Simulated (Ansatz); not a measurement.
BN in the h-MgO structure (no longer in that coordination): a one-shot G0W0 calculation in the plane-wave code Ansatz (G0W0@PBE with 257 empty bands, a screening cutoff of 210 eV and a 6×6×2 mesh). The geometry is the r2SCAN minimum.

input.yaml:
```yaml
crystal:
  lattice:
    - [2.500838106, 0.0, 0.0]
    - [-1.250419053, 2.1657893305, 0.0]
    - [0.0, 0.0, 6.8931301039]
  atoms:
    - { symbol: B, position: [0.3333333333, 0.6666666667, 0.25] }
    - { symbol: B, position: [0.6666666667, 0.3333333333, 0.75] }
    - { symbol: "N", position: [0.6666666667, 0.3333333333, 0.25] }
    - { symbol: "N", position: [0.3333333333, 0.6666666667, 0.75] }
kpoints:
  mp_grid: { grid: [6, 6, 2] }
hamiltonian:
  xc: pbe
scf:
  occupations: { method: fixed }
gw:
  n_empty_bands: 257
  ecut_chi: 210
  qp_bands: [v2, c2]
  qp_kpoints: band_edges
  screening: { model: contour_deformation }
```

Command: `ansatz run input.yaml --threads 2 --pin off --max-ram 3686MiB --backend cpu --events-out ev --progress --plain --runs-dir out`.

Q: It ran on 2 threads of Arm Neoverse V1, with other jobs on the host. About how long did it take, and what peak of host memory did it reach?

A: About 53 s, with a peak of 0.45 GiB.

Q: Predict the output.

A: Output, abridged:
```
Pseudopotential: B, paw, valence charge 3, recommended cutoff 420 eV (normal)
Pseudopotential: N, paw, valence charge 5, recommended cutoff 420 eV (normal)
Functional definition: PBE
Crystal: 4 atoms, lattice volume = 37.335 Å³
Basis set: ecut = 420 eV, 713 PW (Γ)
Bands: 12, of which v1, the nominal top of the filled ones, is band 8 counted from 1 (7 counted from 0)
Symmetry: 24 space group operations
Space group: P63/mmc (ITA 194)
k-points: 14 of 72
SCF iter   1: HF=-1084.822821 eV  Δρ=1.71e-3  dr2=3.37e-4
SCF iter   2: HF=-1084.823902 eV  Δρ=8.30e-4  dr2=5.99e-5
SCF iter   3: HF=-1084.824196 eV  Δρ=4.00e-4  dr2=1.14e-5
SCF iter   4: HF=-1084.824293 eV  Δρ=2.77e-5  dr2=9.39e-8
SCF iter   5: HF=-1084.824293 eV  Δρ=5.89e-6  dr2=9.62e-9
SCF iter   6: HF=-1084.824293 eV  Δρ=4.90e-7  dr2=3.31e-11
SCF 1 converged in 6 iterations: F = -1084.824293 eV  dr2 = 3.31e-11
Free energy (F): -1084.824293 eV
Fermi energy:    4.383934 eV
--- G₀W₀: contour deformation, 6 samples at zero and on the imaginary axis and 1 off it, 72 q-points, 257 empty bands' worth ---
    ik  band        ε_KS         Σx   Σc(E_QP)       V_xc       Z   E_QP_lin       E_QP  E_QP is
     0     7      3.0834   -23.6932     3.1004   -19.2242  0.7921     1.6932     1.7149  root
     0     8      3.0834   -23.6932     3.1004   -19.2242  0.7921     1.6932     1.7149  root
     0     9      9.4308    -4.5764    -3.9247    -8.6628  0.8395     9.5927     9.5924  root
     0    10     14.2685    -7.3217    -5.3838   -13.4786  0.7748    15.0604    15.0416  root
     1     7      3.0703   -23.6827     3.1043   -19.2081  0.7921     1.6783     1.7000  root
     1     8      3.0703   -23.6827     3.1043   -19.2081  0.7921     1.6783     1.7000  root
     1     9     11.5957    -5.8655    -4.3803   -10.6668  0.8174    12.0187    12.0167  root
     1    10     11.5957    -5.8655    -4.3803   -10.6668  0.8174    12.0187    12.0167  root
     2     7      2.1615   -23.4751     3.3161   -18.7433  0.7865     0.7200     0.7458  root
     2     8      2.1948   -23.5079     3.3066   -18.7914  0.7867     0.7596     0.7850  root
     2     9     10.3324    -4.5026    -4.0053    -8.7045  0.8365    10.5293    10.5289  root
     2    10     13.9392    -8.0169    -5.5271   -14.4219  0.7529    14.8234    14.8171  root
     3     7      2.1781   -23.4915     3.3115   -18.7671  0.7866     0.7397     0.7653  root
     3     8      2.1781   -23.4915     3.3115   -18.7671  0.7866     0.7397     0.7653  root
     3     9     12.2093    -6.1355    -4.4949   -11.1254  0.8101    12.7075    12.7044  root
     3    10     12.2093    -6.1355    -4.4949   -11.1254  0.8101    12.7075    12.7044  root
     6     7      3.0465   -19.3211     2.6597   -15.4409  0.7745     1.8044     1.8261  root
     6     8      3.8666   -20.5657     2.5733   -16.8714  0.7760     2.7297     2.7457  root
     6     9      8.7286    -5.7591    -4.3847   -10.7668  0.8187     9.3553     9.3516  root
     6    10      9.8890    -7.3949    -4.6988   -12.9291  0.8005    10.7326    10.7244  root
     7     7      3.4663   -19.9407     2.6086   -16.1603  0.7756     2.2761     2.2946  root
     7     8      3.4663   -19.9407     2.6086   -16.1603  0.7756     2.2761     2.2946  root
     7     9      9.1459    -6.3625    -4.4388   -11.4835  0.8133     9.8328     9.8280  root
     7    10      9.1459    -6.3625    -4.4388   -11.4835  0.8133     9.8328     9.8280  root
    10     7      2.8010   -18.8822     2.6523   -14.9939  0.7738     1.5415     1.5650  root
    10     8      3.8152   -20.4145     2.5161   -16.7893  0.7760     2.6904     2.7062  root
    10     9      9.6251    -6.3508    -4.6677   -11.7645  0.8063    10.3775    10.3711  root
    10    10     10.3139    -7.8034    -4.8089   -13.4880  0.7934    11.1996    11.1897  root
    12     7      4.3328   -20.4505     2.3651   -17.0047  0.7803     3.2384     3.2521  root
    12     8      4.3328   -20.4505     2.3651   -17.0047  0.7803     3.2384     3.2521  root
    12     9      9.1964    -6.4283    -4.7101   -11.9204  0.8058     9.9851     9.9784  root
    12    10      9.1964    -6.4283    -4.7101   -11.9204  0.8058     9.9851     9.9784  root
    13     7      4.3839   -20.6552     2.3840   -17.1933  0.7798     3.2926     3.3061  root
    13     8      4.3839   -20.6552     2.3840   -17.1933  0.7798     3.2926     3.3061  root
    13     9      9.0489    -6.1105    -4.6666   -11.5281  0.8087     9.8060     9.7999  root
    13    10      9.0489    -6.1105    -4.6666   -11.5281  0.8087     9.8060     9.7999  root
```
Iteration counts and the last digits belong to this one run.

The points are ik 0 = (0, 0, 0) (Γ), ik 1 = (0, 0, -1/2), ik 2 = (0, 1/6, 0), ik 3 = (0, 1/6, -1/2), ik 6 = (0, -1/2, 0), ik 7 = (0, -1/2, -1/2), ik 10 = (1/6, 1/3, 0), ik 12 = (1/3, 1/3, 0), ik 13 = (1/3, 1/3, -1/2); band 8 is the last filled one.

Over the mesh points the PBE gap of 4.34 eV becomes a quasiparticle gap of 6.05 eV (k = (1/3, 1/3, -1/2) to k = (0, -1/2, 0)), a change of +1.71 eV. Renormalisation factors Z lie between 0.75 and 0.84. G0W0 values are finite-basis, finite-mesh values.

Values at 0 K without nuclear motion; spin polarisation is off, and the phase may be a hypothetical one.
